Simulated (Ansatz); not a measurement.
Calculated electric field gradients for ZnS

The cell is a computed structure from the Materials Project (it need not be an observed phase), atoms as given.

```
Zn S
1.0
     3.80650    0.00000    0.00000
    -1.90325    3.29653    0.00000
     0.00000    0.00000   56.08026
Zn S
18 18
Direct
  0.00000 0.00000 0.16671
  0.00000 0.00000 0.55556
  0.33333 0.66667 0.72224
  0.66667 0.33333 0.27781
  0.00000 0.00000 0.66673
  0.33333 0.66667 0.05560
  0.66667 0.33333 0.61114
  0.66667 0.33333 0.11116
  0.66667 0.33333 0.44448
  0.33333 0.66667 0.22226
  0.66667 0.33333 0.77780
  0.66667 0.33333 0.94448
  0.33333 0.66667 0.38891
  0.00000 0.00000 0.33336
  0.33333 0.66667 0.83340
  0.00000 0.00000 0.00007
  0.33333 0.66667 0.50006
  0.00000 0.00000 0.88891
  0.66667 0.33333 0.98612
  0.33333 0.66667 0.54162
  0.33333 0.66667 0.43048
  0.00000 0.00000 0.04165
  0.66667 0.33333 0.48612
  0.66667 0.33333 0.65278
  0.66667 0.33333 0.15275
  0.33333 0.66667 0.76380
  0.00000 0.00000 0.70831
  0.66667 0.33333 0.81944
  0.00000 0.00000 0.37497
  0.00000 0.00000 0.93047
  0.00000 0.00000 0.59712
  0.33333 0.66667 0.26386
  0.33333 0.66667 0.87496
  0.33333 0.66667 0.09720
  0.66667 0.33333 0.31941
  0.00000 0.00000 0.20831
```

Atom numbers follow the list; atoms alike are taken as one site, whose name carries the number of the first.

The numbers come from a DFT calculation in Ansatz (PBE, plane waves and PAW, scalar-relativistic, 420 eV cutoff, Γ-centred 8×8×1 k-points, Fermi–Dirac smearing 0.02 eV).

V_zz is the principal component of the electric field gradient with the largest magnitude, η = (V_xx − V_yy)/V_zz and C_Q = eQV_zz/h. ν_Q = 3|C_Q|/[2I(2I − 1)].

⁶⁷Zn: I = 5/2, Q = 122.0 mb; S-33: I = 3/2, Q = -69.40 mb. Nuclear quadrupole moments: year-2017 set (Pyykkö).

Problem. Give the quadrupolar parameters of the distinct sites.

Solution. 

```tsv
site	atoms (order as listed)	first shell	C_Q (MHz)	η	ν_Q (MHz)
Zn1	1, 4, 6, 8, 14	4 S at 2.33 Å	≈0	–	0
Zn2	2, 3	4 S at 2.33 Å	-0.031	0.00	0.005
Zn5	5	4 S at 2.33 Å	0.096	0.00	0.014
Zn7	7	4 S at 2.33–2.34 Å	-0.328	0.00	0.049
Zn9	9, 11	4 S at 2.33–2.34 Å	-0.315	0.00	0.047
Zn10	10	4 S at 2.33 Å	-0.017	0.00	0.003
Zn12	12	4 S at 2.33 Å	-0.336	0.00	0.050
Zn13	13	4 S at 2.33 Å	-0.024	0.00	0.004
Zn15	15, 17	4 S at 2.33 Å	0.052	0.00	0.008
Zn16	16	4 S at 2.33 Å	0.109	0.00	0.016
Zn18	18	4 S at 2.33 Å	-0.046	0.00	0.007
S19	19, 24, 28	4 Zn at 2.33 Å	-0.402	0.00	0.201
S20	20	4 Zn at 2.33 Å	-0.138	0.00	0.069
S21	21	4 Zn at 2.33 Å	-0.253	0.00	0.126
S22	22	4 Zn at 2.33 Å	-0.167	0.00	0.084
S23	23	4 Zn at 2.33–2.34 Å	-0.395	0.00	0.197
S25	25, 33, 34, 35, 36	4 Zn at 2.33 Å	-0.157	0.00	0.078
S26	26	4 Zn at 2.33 Å	-0.244	0.00	0.122
S27	27, 29, 32	4 Zn at 2.33 Å	-0.151	0.00	0.075
S30	30	4 Zn at 2.33 Å	-0.261	0.00	0.130
S31	31	4 Zn at 2.33 Å	-0.267	0.00	0.133
```

An axis of threefold or higher order runs through Zn2, Zn5, Zn7, Zn9, Zn10 and Zn12 and others, so V_zz lies along it and η is zero.
